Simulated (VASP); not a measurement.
The system is Mg.

```
Mg
1.0
     3.20930    0.00000    0.00000
    -1.60465    2.77934    0.00000
     0.00000    0.00000    5.21030
Mg
2
Direct
  0.66667 0.33333 0.75000
  0.33333 0.66667 0.25000
```

```yaml
Program: VASP 6.6.1
Task: relaxation of cell and atoms
Functional: revPBE
Dispersion: D4
Potentials_or_basis: VASP PAW PBE potentials, release 64 (Mg)
Cutoff: 600 eV
k_mesh: 10 × 10 × 5
Occupations: fermi-dirac, width 0.05 eV
Spin: no spin polarisation
```

At the start: pressure 12.6 GPa; volume 23.24 Å³/atom.

Problem. Where does the relaxation end?

Solution. Over 20 steps the energy falls by 3.1 meV/atom; space group P6_3/mmc (No. 194, to 0.05 Å).

Step by step:
```csv
step,energy change (eV),largest force (eV/Å),pressure (GPa),volume (Å³)
1,0.0000,0.0000,12.60,46.47
2,0.3614,0.0000,-6.15,59.88
3,0.1699,0.0000,-5.03,54.44
4,0.0945,0.0000,-4.16,51.82
5,0.0339,0.0000,-2.95,49.10
6,0.0126,0.0000,-2.21,47.77
7,0.0045,0.0000,-1.80,47.12
8,0.0011,0.0000,-1.59,46.80
9,-0.0005,0.0000,-1.47,46.64
10,-0.0011,0.0000,-1.09,46.55
11,-0.0013,0.0000,0.78,46.51
12,-0.0013,0.0000,-0.42,46.53
13,-0.0013,0.0000,-0.11,46.53
14,-0.0013,0.0000,-0.01,46.52
15,-0.0025,0.0000,-0.09,46.53
16,-0.0057,0.0000,-0.88,46.53
17,-0.0005,0.0000,-1.24,46.51
18,-0.0060,0.0000,-1.10,46.53
19,-0.0061,0.0000,1.10,46.48
20,-0.0061,0.0000,-0.08,46.49
```

Final structure:
```
Mg
1.0
     3.17692    0.00000    0.00000
    -1.58846    2.75129    0.00000
     0.00000    0.00000    5.31919
Mg
2
Cartesian
  1.5885 0.9171 3.9894
  0.0000 1.8342 1.3298
```

Caveat: the PAW data sets were made with another functional, which shifts forces and pressure a little; pairwise dispersion overbinds metals, which lowers pressure and volume.
